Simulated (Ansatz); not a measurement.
# HfC (Fm-3m) in Ansatz: further runs, part 2 of 2

Ansatz 0.2.0.

**3. Relaxation of cell and atoms, PBE+D4**

Input file input.yaml:

```yaml
crystal:
  lattice:
    - [0.0, 2.325, 2.325]
    - [2.325, 0.0, 2.325]
    - [2.325, 2.325, 0.0]
  atoms:
    - { symbol: Hf, position: [0.5, 0.5, 0.5] }
    - { symbol: C, position: [0.0, 0.0, 0.0] }
hamiltonian:
  xc: pbe
  pseudopotentials: { kind: paw }
  dispersion: d4
kpoints:
  mp_grid: { grid: [10, 10, 10] }
scf:
  occupations: { method: fermi_dirac, width: 0.05 }
output:
  forces: true
  stress: true
relax:
  f_tol: 0.01
  max_steps: 40
  cell: { stress_tol: 0.05 }
```

Potentials or basis: Ansatz PAW.

Run with:

```sh
$ ansatz run input.yaml --threads 2 --pin off --max-ram 5632MiB --backend cpu --events-out ev --progress --plain --runs-dir out
```

Standard output:

```text
Warning: RAYON_NUM_THREADS=2 ignored (pool sized by the plan → 2); use --threads N
Engine: ansatz 0.2.0, x86_64-unknown-linux-gnu
Pseudopotentials: kind: paw
Pseudopotential: Hf, paw, valence charge 26, recommended cutoff 420 eV (normal), Hf.paw.azcp
Pseudopotential: C, paw, valence charge 4, recommended cutoff 420 eV (normal), C.paw.azcp
Functional definition: PBE
  parameter kappa = 0.804
  parameter beta = 0.06672455060314922
  exchange = pbe_x(kappa = kappa, mu = beta*pi^2/3)
  correlation = pbe_c(beta = beta)
Crystal: 2 atoms, lattice volume = 25.136 Å³
Basis set: ecut = 420 eV, 531 PW (Γ), exchange–correlation on 48×48×48 points (8 copies of the dense FFT grid, shifted against one another)
Bands: 19, of which v1, the nominal top of the filled ones, is band 15 counted from 1 (14 counted from 0)
Symmetry: 48 space group operations
Space group: Fm-3m (ITA 225), of the structure as read, at distance tolerance 2.9e-5 Å
k-points: 47 of 1000
Non-local potential: Hf, projectors of the file, l = 0: 3, l = 1: 2, l = 2: 2, l = 3: 3
Non-local potential: C, projectors of the file, l = 0: 2, l = 1: 2, l = 2: 1
PAW form: soft (Blöchl's): semilocal exchange-correlation on the pseudo side does not see the compensation charge
PAW one-centre angular grid: Hf, 590 points (default); XC on 64 Gauss nodes
PAW one-centre angular grid: C, 110 points (default); XC on 64 Gauss nodes
[... 74 lines left out ...]
  E_xc         = -349.316031
  E_vxc        = -327.475723  (∫ρ·V_xc dr)
  E_paw        = -7026.959651  (= ΣΔE_a)
  E_vpaw       = 1415.708119  (= ΣTr[D̂ρ^β])
  E_aug_tail   = 0.000005  (compensation charges beyond the density's cutoff)
  E_ewald      = -5288.167272
  E_disp       = -0.507657  (pairwise vdW)
  E_smearing   = -0.002687  (= −TS)
  E_closure    = 0.000000  (closes the sum)
  Σ components = -15974.643870   (vs F -15974.643870, Δ=0.00e0)
--- Forces (eV/Å), atoms counted from 1 ---
  atom   1  Hf     0.00000000     0.00000000     0.00000000
  atom   2  C     -0.00000000     0.00000000    -0.00000000
  max |Σ_I F_I| component: 7.03e-29 eV/Å
--- Stress (GPa, compression-positive) ---
       -0.021348      -0.000000      -0.000000
       -0.000000      -0.021348      -0.000000
       -0.000000       0.000000      -0.021348
  P = ⅓ Tr σ = -0.0213 GPa (-0.213 kbar)
--- Relaxed structure (4 steps of the walk, 4 accepted, 1 SCFs on fresh bases) ---
  F+E_penalty+E_count = -15974.64387010 eV   max|allowed force component| = 3.635e-29 eV/Å   (the final SCF, on the basis selected at the relaxed cell)
  cell:  # Å, volume = 24.7852 Å³
    - [-4.0762976263164716e-34, 2.314128594105161, 2.314128594105161]
    - [2.314128594105161, 2.445778575789883e-33, 2.314128594105161]
    - [2.314128594105161, 2.314128594105161, 0.0]
  atoms:
    - { symbol: Hf, position: [0.5, 0.5, 0.5] }
    - { symbol: C, position: [3.4514873556615807e-36, -4.745795113985159e-36, -3.0200514362301975e-36] }
```

Wall time 3.5 s (2 threads of Intel Xeon Platinum 8488C (Sapphire Rapids), shared host); peak memory 0.38 GiB.

Results:

```
Free energy                            : -15974.6439 eV
Relaxed volume                         : 12.39 Å³/atom
Relaxed cell                           : a = 3.273 Å, b = 3.273 Å, c = 3.273 Å, α = 60.00°, β = 60.00°, γ = 60.00°
Space group after relaxing (to 0.05 Å) : Fm-3m (No. 225)
Energy gained by relaxing              : 1.8 meV/atom
Ionic steps                            : 5
Pressure after relaxing                : 0.0 GPa
```

Step by step:
```tsv
step	energy change (eV)	largest force (eV/Å)	volume (Å³)
1	0.0000	0.0000	25.14
2	-0.0025	0.0000	24.53
3	-0.0042	0.0000	24.79
4	-0.0042	0.0000	24.79
5	-0.0037	0.0000	24.79
```

Final structure:
```cif
data_structure
_symmetry_space_group_name_H-M 'P 1'
_symmetry_Int_Tables_number 1
_cell_length_a 3.2727
_cell_length_b 3.2727
_cell_length_c 3.2727
_cell_angle_alpha 60.000
_cell_angle_beta 60.000
_cell_angle_gamma 60.000
_cell_volume 24.79
loop_
_atom_site_label
_atom_site_type_symbol
_atom_site_fract_x
_atom_site_fract_y
_atom_site_fract_z
_atom_site_occupancy
Hf1 Hf 0.50000 0.50000 0.50000 1
C1 C 0.00000 0.00000 0.00000 1
```

Caveat: the plane-wave basis is chosen anew once the cell has moved, so the energies of steps on either side of that aren't comparable.

**4. Relaxation of cell and atoms, RPBE+D4**

Changes to input.yaml since step 3:

```diff
@@ -9,3 +9,3 @@
 hamiltonian:
-  xc: pbe
+  xc: rpbe
   pseudopotentials: { kind: paw }
```

Run with:

```sh
$ ansatz run input.yaml --threads 2 --pin off --max-ram 5632MiB --backend cpu --events-out ev --progress --plain --runs-dir out
```

Wall time 4.7 s (2 threads of Intel Xeon Platinum 8488C (Sapphire Rapids), shared host); peak memory 0.38 GiB.

Results (log left out):

```
Free energy                            : -15988.7302 eV
Relaxed volume                         : 12.40 Å³/atom
Relaxed cell                           : a = 3.274 Å, b = 3.274 Å, c = 3.274 Å, α = 60.00°, β = 60.00°, γ = 60.00°
Space group after relaxing (to 0.05 Å) : Fm-3m (No. 225)
Energy gained by relaxing              : 1.6 meV/atom
Ionic steps                            : 6
Pressure after relaxing                : 0.0 GPa
```

The path:
```tsv
step	energy change (eV)	largest force (eV/Å)	volume (Å³)
1	0.0000	0.0000	25.14
2	-0.0023	0.0000	24.58
3	-0.0036	0.0000	24.81
4	-0.0032	0.0000	24.81
5	-0.0032	0.0000	24.80
6	-0.0032	0.0000	24.80
```

Final structure:
```
Hf C
1.0
     0.00000    2.31472    2.31472
     2.31472    0.00000    2.31472
     2.31472    2.31472    0.00000
Hf C
1 1
Direct
  0.50000 0.50000 0.50000
  0.00000 0.00000 0.00000
```

Caveat: the plane-wave basis is chosen anew once the cell has moved, so the energies of steps on either side of that aren't comparable; the PAW data sets come from PBE, with cores solved anew for the run's functional, which leaves a small shift of forces and pressure. Spin-orbit coupling is left out, which matters for the levels of Hf.

**5. Relaxation of cell and atoms, revPBE+D3(BJ)**

Changes to input.yaml since step 4:

```diff
@@ -9,5 +9,5 @@
 hamiltonian:
-  xc: rpbe
+  xc: revpbe
   pseudopotentials: { kind: paw }
-  dispersion: d4
+  dispersion: d3bj
 kpoints:
@@ -19,2 +19,6 @@
   stress: true
+  write_density: true
+  write_potential: true
+  elf: true
+  volumetric_format: npy
 relax:
```

Run with:

```sh
$ ansatz run input.yaml --threads 2 --pin off --max-ram 5632MiB --backend cpu --events-out ev --progress --plain --runs-dir out
```

Wall time 3.9 s (2 threads of Intel Xeon Platinum 8488C (Sapphire Rapids), shared host); peak memory 0.4 GiB.

The run converged. Its results:

```
Free energy                            : -15985.1981 eV
Relaxed volume                         : 12.26 Å³/atom
Relaxed cell                           : a = 3.261 Å, b = 3.261 Å, c = 3.261 Å, α = 60.00°, β = 60.00°, γ = 60.00°
Space group after relaxing (to 0.05 Å) : Fm-3m (No. 225)
Energy gained by relaxing              : 5.6 meV/atom
Ionic steps                            : 5
Pressure after relaxing                : 0.0 GPa
Band gap on the k mesh                 : none (metal or under the smearing width)
```

The path:
| step | energy change (eV) | largest force (eV/Å) | volume (Å³) |
| --- | --- | --- | --- |
| 1 | 0.0000 | 0.0000 | 25.14 |
| 2 | -0.0063 | 0.0000 | 24.08 |
| 3 | -0.0120 | 0.0000 | 24.54 |
| 4 | -0.0120 | 0.0000 | 24.52 |
| 5 | -0.0113 | 0.0000 | 24.52 |

Final structure:
```
CELL_PARAMETERS angstrom
0.00000 2.30600 2.30600
2.30600 0.00000 2.30600
2.30600 2.30600 0.00000
ATOMIC_POSITIONS crystal
Hf 0.50000 0.50000 0.50000
C 0.00000 0.00000 0.00000
```

Levels at points of the mesh, in eV from the Fermi level:
| k point | band 13 | band 14 | band 15 | band 16 | band 17 | band 18 |
| --- | --- | --- | --- | --- | --- | --- |
| (0.00, 0.00, 0.00) | 1.02 | 1.02 | 1.02 | 1.35 | 1.35 | 1.35 |
| (0.00, 0.00, -0.50) | -6.32 | -3.15 | -3.15 | 5.41 | 5.41 | 5.89 |
| (0.00, -0.50, -0.50) | -2.66 | -1.91 | -0.10 | -0.10 | 5.39 | 6.89 |

Caveat: the plane-wave basis is chosen anew once the cell has moved, so the energies of steps on either side of that aren't comparable; pairwise dispersion overbinds metals, which lowers pressure and volume; the PAW data sets come from PBE, with cores solved anew for the run's functional, which leaves a small shift of forces and pressure. The run has no spin-orbit coupling, so splittings on Hf are missing.

**6. Relaxation of cell and atoms, revPBE+D4**

Changes to input.yaml since step 5:

```diff
@@ -11,3 +11,3 @@
   pseudopotentials: { kind: paw }
-  dispersion: d3bj
+  dispersion: d4
 kpoints:
@@ -19,6 +19,2 @@
   stress: true
-  write_density: true
-  write_potential: true
-  elf: true
-  volumetric_format: npy
 relax:
```

Potentials or basis: Ansatz PAW.

Run with:

```sh
$ ansatz run input.yaml --threads 2 --pin off --max-ram 5632MiB --backend cpu --events-out ev --progress --plain --runs-dir out
```

It took 4.2 s on 2 threads of Intel Xeon Platinum 8488C (Sapphire Rapids), shared host; peak memory 0.39 GiB.

The run converged. Its results:

- Free energy: -15984.7141 eV
- Relaxed volume: 12.38 Å³/atom
- Relaxed cell: a = 3.271 Å, b = 3.271 Å, c = 3.271 Å, α = 60.00°, β = 60.00°, γ = 60.00°
- Space group after relaxing (to 0.05 Å): Fm-3m (No. 225)
- Energy gained by relaxing: 2.1 meV/atom
- Ionic steps: 5
- Pressure after relaxing: 0.0 GPa

The path:
| step | energy change (eV) | largest force (eV/Å) | volume (Å³) |
| --- | --- | --- | --- |
| 1 | 0.0000 | 0.0000 | 25.14 |
| 2 | -0.0029 | 0.0000 | 24.48 |
| 3 | -0.0048 | 0.0000 | 24.76 |
| 4 | -0.0048 | 0.0000 | 24.75 |
| 5 | -0.0043 | 0.0000 | 24.75 |

Final structure:
```
Hf C
1.0
     0.00000    2.31318    2.31318
     2.31318    0.00000    2.31318
     2.31318    2.31318    0.00000
Hf C
1 1
Cartesian
  2.3132 2.3132 2.3132
  0.0000 0.0000 0.0000
```

Caveat: the plane-wave basis is chosen anew once the cell has moved, so the energies of steps on either side of that aren't comparable; the PAW data sets come from PBE, with cores solved anew for the run's functional, which leaves a small shift of forces and pressure. The run has no spin-orbit coupling, so splittings on Hf are missing.

**7. Overview**

```tsv
level	pressure (GPa)	relaxed volume (Å³/atom)
PBE+D3(BJ)	0.0	12.33
PBE+D4	0.0	12.39
RPBE+D4	0.0	12.40
revPBE+D3(BJ)	0.0	12.26
revPBE+D4	0.0	12.38
```

Alike in all rows: task relaxation of cell and atoms; potentials or basis Ansatz PAW; no spin polarisation; cell relaxed; k mesh 10 × 10 × 10; cutoff (eV) 420; smearing fermi-dirac 0.05 eV.

Caveats: the plane-wave basis is chosen anew once the cell has moved, so the energies of steps on either side of that aren't comparable; the PAW data sets come from PBE, with cores solved anew for the run's functional, which leaves a small shift of forces and pressure (some runs); pairwise dispersion overbinds metals, which lowers pressure and volume (some runs).

Total energies depend on the potentials used, so only differences within one code and one set of settings carry meaning.
